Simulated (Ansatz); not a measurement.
## HfO2: equation of state with PBE

HfO2:

```
CELL_PARAMETERS angstrom
0.00000 2.55750 2.55750
2.55750 0.00000 2.55750
2.55750 2.55750 0.00000
ATOMIC_POSITIONS crystal
Hf 0.00000 0.00000 0.00000
O 0.75000 0.75000 0.75000
O 0.25000 0.25000 0.25000
```

Measurements of this composition are mostly on another form, of space group No. 14.

* Program: Ansatz 0.2.0
* Task: equation of state
* Functional: PBE
* Potentials or basis: all-electron LAPW, scalar-relativistic
* Basis error allowed: 0.001 eV/atom
* k mesh: 9 × 9 × 9
* Occupations: fermi-dirac, width 0.05 eV
* Spin: no spin polarisation

The equilibrium volume is 11.04 Å³/atom and the bulk modulus is 246 GPa. The pressure derivative of the bulk modulus is 4.2.

Energy against volume, from the lowest point:
```
volume (Å³/atom)  energy (meV/atom)
          10.483              22.67
          10.706               7.28
          10.929               0.00
          11.152               0.03
          11.375               6.61
          11.598              19.11
          11.821              36.93
```

All runs of the series together: 65 s on 2 threads of Arm Neoverse V2, on a shared host.

Spin-orbit coupling is left out, which matters for the levels of Hf.
